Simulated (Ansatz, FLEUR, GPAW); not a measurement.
# One calculation of TiCo, 3 ways

```
Co Ti
1.0
     2.98611    0.00000    0.00000
     0.00000    2.98611    0.00000
     0.00000    0.00000    2.98611
Co Ti
1 1
Direct
  0.50000 0.50000 0.50000
  0.00000 0.00000 0.00000
```

The cell comes from a database or a generator and needn't be the stable form of this composition.

Alike in all runs: task band structure; functional LDA; k mesh 9 × 9 × 9; occupations fermi-dirac, width 0.05 eV; collinear spin, ferromagnetic start; no spin-orbit coupling. LDA stands for any of its common fits. Pressure is positive in compression and, in plane waves, holds the error of the finite cutoff.

| program and potentials | plane-wave cutoff (eV) | notes | band gap (eV) | pressure (GPa) | net moment per atom (μB) |
| --- | --- | --- | --- | --- | --- |
| FLEUR, all-electron, FLAPW | - | - | no gap | - | 0.24 |
| GPAW, the program's PAW data sets (release 1.2.1) made for this functional | 600 | - | no gap | -15.09 | 0.24 |
| Ansatz, all-electron LAPW, scalar-relativistic | - | - | ? | ? | ? |

**Question.** Estimate from the other rows what the run with Ansatz, all-electron LAPW, scalar-relativistic gave.

**Answer.** No band gap; pressure -14.74 GPa; net moment per atom 0.25 μB. The other rows, which needn't bracket it: pressure -15.09; net moment per atom 0.24.
